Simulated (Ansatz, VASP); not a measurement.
## Two plane-wave programs on MgI2

```xyz
3
Lattice="4.1618 0.0000 0.0000 -2.0809 3.6042 0.0000 0.0000 0.0000 7.7275" Properties=species:S:1:pos:R:3 pbc="T T T"
Mg    0.0000    0.0000    0.0000
I     0.0000    2.4028    6.0134
I     2.0809    1.2014    1.7141
```

Alike in both runs: task single point; functional PBE; k mesh 6 × 6 × 4; occupations gaussian, width 0.05 eV; no spin polarisation.

```csv
,VASP,Ansatz
version,VASP 6.6.1,Ansatz 0.2.0
potentials or method,"VASP PAW PBE potentials, release 64 (Mg, I)","scalar-relativistic, plane waves, PAW"
plane-wave cutoff (eV),520,520
valence electrons in the cell,16,44
```

|  | VASP | Ansatz | Ansatz less VASP |
| --- | --- | --- | --- |
| gap on the k mesh at the Fermi level (eV) | 3.51 | 3.53 | +0.017 |
| least direct gap on the mesh (eV) | 3.65 | 3.66 | +0.014 |
| pressure (GPa) | 0.0 | 0.0 | +0.05 |
| largest component of the traceless stress (GPa) | 0.56 | 0.57 | +0.007 |
| rms of the force components (eV/Å) | 0.064 | 0.060 | -0.0047 |

Atom by atom the forces differ by 0.005 eV/Å (rms over components). With one functional, cell and mesh, what is left measures potentials, basis and numerics. The two sets of potentials don't hold the same shells in valence.

Caveats: spin-orbit coupling is left out, which moves the levels of the heavy elements; this functional lacks dispersion, which binds the layers, so the pressure and a relaxed spacing across them are unreliable. A k mesh can miss the band edges.
